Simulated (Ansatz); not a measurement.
Input of an Ansatz 0.2.0 run:

Contents of input.yaml:

```yaml
crystal:
  lattice:
    - [3.9535769233, 0.0, 0.0]
    - [-1.9767884617, 3.4238980514, 0.0]
    - [0.0, 0.0, 6.34252886]
  atoms:
    - { symbol: Mn, position: [0.6666666667, 0.3333333333, 0.49884467], spin: 3.0 }
    - { symbol: Mn, position: [0.3333333333, 0.6666666667, 0.99884467], spin: 3.0 }
    - { symbol: S, position: [0.3333333333, 0.6666666667, 0.6261543] }
    - { symbol: S, position: [0.6666666667, 0.3333333333, 0.1261543] }
hamiltonian:
  xc: pbesol
  pseudopotentials: { kind: paw }
magnetization:
  spin_polarized: true
  initial_magnetization: 6.0
  spin_locking: { lock_magnetization: hard }
kpoints:
  mp_grid: { grid: [7, 7, 4] }
scf:
  occupations: { method: fermi_dirac, width: 0.05 }
  lower_state_search: "off"
output:
  forces: true
  stress: true
  eigenvalues: true
```

Potentials or basis: Ansatz PAW.

The run is started by

```console
$ ansatz run input.yaml --threads 2 --pin off --max-ram 5632MiB --backend cpu --events-out ev --progress --plain --runs-dir out
```

Q: What does it give for the largest force?

A: 0.050 eV/Å.

Q: Predict the pressure.

A: -14.3 GPa.

Stress tensor (GPa, compression positive):
```
-15.11   0.00   0.00
  0.00 -15.11   0.00
  0.00   0.00 -12.81
```

Caveat: the total moment is fixed, so each spin has its own Fermi level; only a ferromagnetic start was run, and an antiferromagnetic order may lie lower in energy; the PAW data sets come from PBE, with cores solved anew for the run's functional, which leaves a small shift of forces and pressure; the thresholds are loose for stress.
